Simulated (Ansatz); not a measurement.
# Random alloy of the diamond Si-C (dilute carbon) line, x = 0.0469 (64 atoms): relaxation and levels of theory

Which bonds does the relaxation leave, and how do the Kohn-Sham gap, forces and pressure change with k-mesh and functional?

Calculated with Ansatz 0.2.0: Kohn-Sham DFT, PBE, PAW (set soft_2), plane waves; cutoff 420 eV, k-mesh 2×2×2, fermi-dirac smearing of 0.025 eV.

**The cell**

The cell holds 64 atoms: 61 Si and 3 C. Its edges and angles: a = 10.759 Å, b = 10.759 Å, c = 10.759 Å, α = 90.0°, β = 90.0°, γ = 90.0°. It derives from Si (diamond Si-C (dilute carbon)) and C, repeated 2×2×2. Diamond Si-C (dilute carbon): 64 atoms, 3 of 64 Si sites given to C at random, cell and internal coordinates interpolated linearly between the end members (Vegard's rule); not relaxed, displaced by a Gaussian of 0.02 Å. Lattice constants are starting values near those of PBE.

Cell and atoms were relaxed with PBE. The walk converged after 5 steps by the program's count, with a largest force component of 0.0203 eV/Å; it began at an r.m.s. force component of 0.71 eV/Å. The edges went from 10.759, 10.759, 10.759 to 10.721, 10.725, 10.743 Å, and the volume from 19.462 to 19.301 Å³ an atom (-0.8 %).

The input of the reference single point:

```yaml
crystal:
  lattice:
    - [10.72131, 0.00026, -0.00076]
    - [0.00026, 10.72495, -1.0e-05]
    - [-0.00076, -1.0e-05, 10.74276]
  atoms:
    - { symbol: Si, position: [0.99733, 0.99786, 0.0008] }
    - { symbol: Si, position: [0.11887, 0.13223, 0.12535] }
    - { symbol: Si, position: [0.97891, 0.27499, 0.23158] }
    - { symbol: Si, position: [0.11896, 0.38103, 0.36458] }
    [... 58 atom lines left out ...]
    - { symbol: Si, position: [0.75248, 0.74957, 0.49644] }
    - { symbol: Si, position: [0.87515, 0.87822, 0.62509] }
kpoints:
  mp_grid: { grid: [2, 2, 2] }
hamiltonian:
  xc: pbe
scf:
  occupations: { method: fermi_dirac, width: 0.025 }
output:
  forces: true
  stress: true
  populations: true
  dos:
    method: { smearing: { sigma: 0.08 } }
    de: 0.05
    projected: { site_lists: { C: [C], Si: [Si] } }
  eigenvalues: true
  write_density: true
  write_potential: true
  volumetric_format: npy
```

**Bonds after relaxation**

Bonds by pair of elements; cutoffs follow the first minimum of g(r), held within bounds set by covalent radii, and pairs that aren't listed don't count as bonded:

| pair A-B | cutoff (Å) | bonds | mean length (Å) | spread (Å) | shortest (Å) | B about A | A about B |
| --- | --- | --- | --- | --- | --- | --- | --- |
| Si-Si | 2.77 | 116 | 2.36 | 0.026 | 2.32 | 3.80 | 3.80 |
| Si-C | 2.28 | 12 | 2.02 | 0.028 | 1.99 | 0.197 | 4 |

How many atoms have how many bonded neighbours:

| element | mean | 4 |
| --- | --- | --- |
| C | 4 | 3 |
| Si | 4 | 61 |

**Levels of theory**

Single points at the relaxed geometry:

| functional | k-mesh | Kohn-Sham gap (eV) | pressure (GPa) | r.m.s. force component (eV/Å) | SCF cycles | time |
| --- | --- | --- | --- | --- | --- | --- |
| PBE | 2×2×2 | 0.390 | 0.01 | 0.005 | 8 | 55 s |
| PBE | 1×1×1 | 0.409 | 0.80 | 0.020 | 8 | 7.3 s |
| HSE06 | 1×1×1 | 1.046 | -0.98 | 0.027 | 19 | 93 s |
| r2SCAN | 2×2×2 | 0.576 | -1.38 | 0.021 | 8 | 96 s |
| PBEsol | 2×2×2 | 0.291 | -1.93 | 0.018 | 8 | 53 s |

The gap is that between the highest filled and lowest empty Kohn-Sham level on the run's k-points. Cutoffs: 420 eV for PBE, HSE06 and PBEsol; 500 eV for r2SCAN. Times come from shared hosts and are rough.

**Findings**

The Kohn-Sham gap is 0.39 eV with PBE on the 2×2×2 mesh. On the 1×1×1 mesh HSE06 changes the gap by +0.64 eV against PBE. Carrying that shift over to the 2×2×2 mesh gives 0.39 + 0.64 = 1.03 eV, an estimate that takes the shift to be alike at all k-points. On the reference's mesh the gap changes with r2SCAN by +0.19 eV and PBEsol by -0.10 eV. Against the reference the pressure changes with r2SCAN by -1.4 GPa and PBEsol by -1.9 GPa; a negative change means a smaller volume than PBE would take.

Limits: All single points share the geometry relaxed with PBE. One random arrangement of the atoms on their sites. In some runs the program notes that the exchange threshold is loose for the stress, the SCF threshold is loose for the stress and it cut back its work space to fit the memory limit.

[Logs are printed without paths, hosts, clocks, repeated set-up lines and the standing remarks that a program may print on its own settings, such as how far it seeks lower states.]

[Hosts, paths, dates, database ids (printed as entryN), source tags and the programs' standing remarks are cut or masked in the printed files.]
